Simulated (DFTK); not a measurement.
Runs of DFTK 0.8.2 on In. Symmetry: I4/mmm, No. 139, tetragonal system. Conventional cell: a = 3.251 Å, b = 3.251 Å, c = 4.947 Å, α = 90.00°, β = 90.00°, γ = 90.00°. In (site symmetry 4/mmm) is surrounded by 12 In at 3.25 to 3.38 Å. 

```tsv
potentials or basis	cutoff (eV)	valence electrons	V0 of scaled cells (Å³/atom)	B0 (GPa)
dojo.nc.sr.pbe.v0_5.stringent.upf (PBE)	1116	In 21	27.20	36
cp2k.nc.sr.pbe.v0_1.largecore.gth (PBE, GTH, large core)	735	In 3	27.43	34
SG15 1.2 (PBE)	1225	In 13	27.20	36
dojo.nc.sr.pbe.v0_5.standard.upf (PBE)	952	In 13	(a)	36
```

Alike in all rows: task equation of state; level PBE; no spin polarisation; cell as given; k mesh 6 × 6 × 6; smearing fermi-dirac 0.05 eV; the mesh is coarse, so values aren't converged.

Question: Estimate the missing entries.

Answer: (a) 27.14.

Caveats: all runs use coarse meshes; the cell was scaled at fixed shape and fractional positions, which overstates the stiffness of a crystal with free parameters, most of all of layers and chains; GTH potentials come without recommended cutoffs, and this one wasn't checked for convergence (some runs); this set keeps more shells in the core, which shifts pressures and gaps (some runs).

Not every run made on this cell is shown here.
